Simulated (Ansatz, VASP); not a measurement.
CsBr in VASP and in Ansatz

```xyz
2
Lattice="4.4514 0.0000 0.0000 0.0000 4.4514 0.0000 0.0000 0.0000 4.4514" Properties=species:S:1:pos:R:3 pbc="T T T"
Cs    0.0000    0.0000    0.0000
Br    2.2257    2.2257    2.2257
```

Alike in both runs: task single point; functional PBEsol; k mesh 4 × 4 × 4; occupations gaussian, width 0.1 eV; no spin polarisation.

```csv
,VASP,Ansatz
version,VASP 6.6.1,Ansatz 0.2.0
potentials or method,"VASP PAW PBE potentials, release 64 (Cs_sv, Br)","scalar-relativistic, plane waves, PAW"
plane-wave cutoff (eV),520,420
valence electrons in the cell,16,16
```

```tsv
	VASP	Ansatz	Ansatz less VASP
gap on the k mesh at the Fermi level (eV)	3.93	3.94	+0.009
least direct gap on the mesh (eV)	3.96	3.97	+0.007
pressure (GPa)	-1.5	-1.6	-0.02
```

The functional is the same, so the differences come from potentials, cutoffs and numerics.

Caveats: the PAW data sets were made with another functional, which shifts forces and pressure a little (VASP); spin-orbit coupling is left out, which moves the levels of the heavy elements. A k mesh can miss the band edges.
